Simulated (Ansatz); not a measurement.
CdSe: what changed settings do

The reference input for Ansatz (plane-wave DFT with PAW):

```yaml
crystal:
  lattice:
    - [0.0, 2.873958, 2.873958]
    - [2.873958, 0.0, 2.873958]
    - [2.873958, 2.873958, 0.0]
  atoms:
    - { symbol: Cd, position: [0.0, 0.0, 0.0] }
    - { symbol: Se, position: [0.5, 0.5, 0.5] }
basis:
  ecutwfc: 420
kpoints:
  mp_grid: { grid: [4, 4, 4] }
hamiltonian:
  xc: pbe
scf:
  occupations: { method: gaussian, width: 0.1 }
output:
  forces: true
  stress: true
  eigenvalues: true
```

Command:

```bash
ansatz run input.yaml --threads 1 --pin off --max-ram 1331MiB --backend cpu --events-out ev --progress --plain --runs-dir out
```

The run converges in 6 SCF iterations on 8 irreducible k-points: pressure 0.04 GPa, no gap.

Settings here are deliberately varied, not converged. Each trial's input is given as a difference from the reference's; energies are extrapolated to zero smearing where there is one, and pressure is positive in compression. Charged cells sit in a uniform background, and their pressures hang on that convention.

Question: Trial 1:

```diff
 scf:
-  occupations: { method: gaussian, width: 0.1 }
+  occupations: { method: fermi_dirac, width: 0.018 }
```

What happens?

Answer: The run converges in 6 SCF iterations on 8 irreducible k-points: energy 0.78 meV per atom above the reference, pressure 0.02 GPa, no gap.

Question: Trial 2:

```diff
+total_charge: -0.1
 kpoints:
-  mp_grid: { grid: [4, 4, 4] }
+  mp_grid: { grid: [2, 2, 2] }
 hamiltonian:
-  xc: pbe
+  xc: lda
 scf:
-  occupations: { method: gaussian, width: 0.1 }
+  occupations: { method: methfessel_paxton }
+  convergence: { dr2_threshold: "1e-5 eV" }
+  max_iter: 56
+relax:
+  adjacent_minimum: "off"
+  f_tol: 0.02
+md:
+  timestep: 1.0
+  n_steps: 3
+  ensemble: nvt_nose_hoover
+  temperature: 2500
+  initial_velocities: maxwell_boltzmann
+  seed: 44
```

What happens?

Answer: The program refuses the input:

```text
Error: YAML parse error: relax, md: an input makes one kind of run: give each of these sections an input of its own (the manual's quickstart, § A run on a saved structure, says how one follows another)
```

Next try, with these keys changed back:

```diff
-relax:
-  adjacent_minimum: "off"
-  f_tol: 0.02
-md:
-  timestep: 1.0
-  n_steps: 3
-  ensemble: nvt_nose_hoover
-  temperature: 2500
-  initial_velocities: maxwell_boltzmann
-  seed: 44
```

The run converges in 9 SCF iterations on 3 irreducible k-points: pressure 1.87 GPa (with the neutralising background of the charged cell), no gap. It warns that the SCF threshold is loose for the forces; that the SCF threshold is loose for the stress.

Question: Trial 3:

```diff
 basis:
+  ecutrho_ratio: 2
 scf:
+  eigensolver: { mixed_precision: false }
+  max_iter: 81
```

What happens?

Answer: The run converges in 6 SCF iterations on 8 irreducible k-points: energy 1.60 meV per atom below the reference, pressure 0.13 GPa, no gap. It warns that the density cutoff lies under the recommended one.

Question: Trial 4:

```diff
 kpoints:
-  mp_grid: { grid: [4, 4, 4] }
+  mp_grid: { grid: [4, 3, 4] }
 hamiltonian:
-  xc: pbe
+  xc: revpbe
 scf:
+  max_iter: 40
```

What does the program give?

Answer: The run converges in 6 SCF iterations on 17 irreducible k-points: pressure 1.67 GPa, no gap. It warns that the mesh lowers the symmetry.

Question: Trial 5:

```diff
 hamiltonian:
+  hubbard: { sites: [{ species: Cd, l: d, u_eff: 4.7 }] }
+magnetization:
+  spin_polarized: true
+  initial_magnetization: 1.0
```

What does the program give?

Answer: The run converges in 17 SCF iterations on 8 irreducible k-points: pressure 0.40 GPa, no gap, cell moment 0.00 μB. It warns that the count of filled bands differs between k-points; that the starting moments were lost. Under a U the state reached may not be the lowest.

Question: Trial 6 (volume scaled):

```diff
 crystal:
   lattice:
-    - [0.0, 2.873958, 2.873958]
-    - [2.873958, 0.0, 2.873958]
-    - [2.873958, 2.873958, 0.0]
+    - [0.0, 3.2528927994, 3.2528927994]
+    - [3.2528927994, 0.0, 3.2528927994]
+    - [3.2528927994, 3.2528927994, 0.0]
 scf:
-  occupations: { method: gaussian, width: 0.1 }
+  occupations: { method: methfessel_paxton, width: 0.27 }
+  convergence: { dr2_threshold: "1e-5 eV" }
```

What happens?

Answer: The run converges in 4 SCF iterations on 8 irreducible k-points: energy 413 meV per atom above the reference, pressure -8.67 GPa, no gap. It warns that the SCF threshold is loose for the forces; that not every printed level is settled; that the SCF threshold is loose for the stress.